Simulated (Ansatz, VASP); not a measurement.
**Zn: VASP beside Ansatz**

INCAR

```
ALGO = Normal ; EDIFF = 1E-6
ENCUT = 520 ; GGA = CA
ISIF = 2 ; ISMEAR = -1
LASPH = True ; LCHARG = True
LELF = True ; LREAL = False
LVHAR = True ; LWAVE = False
NBANDS = 19 ; NELM = 100
PREC = Accurate ; SIGMA = 0.05
```

File KPOINTS:

```
k-points
0
Gamma
  11 11 6
```

Contents of POSCAR:

```
Zn
1.0
    2.6154949103      0.0000000000      0.0000000000
   -1.3077474551      2.2650850358      0.0000000000
    0.0000000000      0.0000000000      4.8646246159
Zn
2
Direct
    0.6666666667      0.3333333333      0.7500000000
    0.3333333333      0.6666666667      0.2500000000
```

input.yaml

```yaml
crystal:
  lattice:
    - [2.6154949103, 0.0, 0.0]
    - [-1.3077474551, 2.2650850358, 0.0]
    - [0.0, 0.0, 4.8646246159]
  atoms:
    - { symbol: Zn, position: [0.6666666667, 0.3333333333, 0.75] }
    - { symbol: Zn, position: [0.3333333333, 0.6666666667, 0.25] }
kpoints:
  mp_grid: { grid: [11, 11, 6] }
scf:
  occupations: { method: fermi_dirac, width: 0.05 }
hamiltonian:
  xc: lda
  pseudopotentials: { kind: all_electron, lapw: { basis_error: 0.001 } }
output:
  forces: true
  stress: true
  eigenvalues: true
```

Change from the starting cell: volume scaled by 0.94.

Alike in both runs: task single point; functional LDA; k mesh 11 × 11 × 6; occupations fermi-dirac, width 0.05 eV; no spin polarisation.

```csv
,VASP,Ansatz
version,VASP 6.6.1,Ansatz 0.2.0
potentials or method,"VASP PAW LDA potentials, release 64 (Zn)","all-electron LAPW, scalar-relativistic"
plane-wave cutoff (eV),520,see its input
```

Ansatz gave:

* gap on the k mesh at the Fermi level (eV): none
* pressure (GPa): -5.1
* largest component of the traceless stress (GPa): 0.17

**Question.** What did VASP give for the same quantities?

**Answer.** gap on the k mesh at the Fermi level (eV): none; pressure (GPa): -4.5; largest component of the traceless stress (GPa): 0.40.

A gap of «none» marks a metal or a gap that the smearing closes. Ansatz ran all-electron here, so the differences hold the error of VASP's frozen core and of both bases.
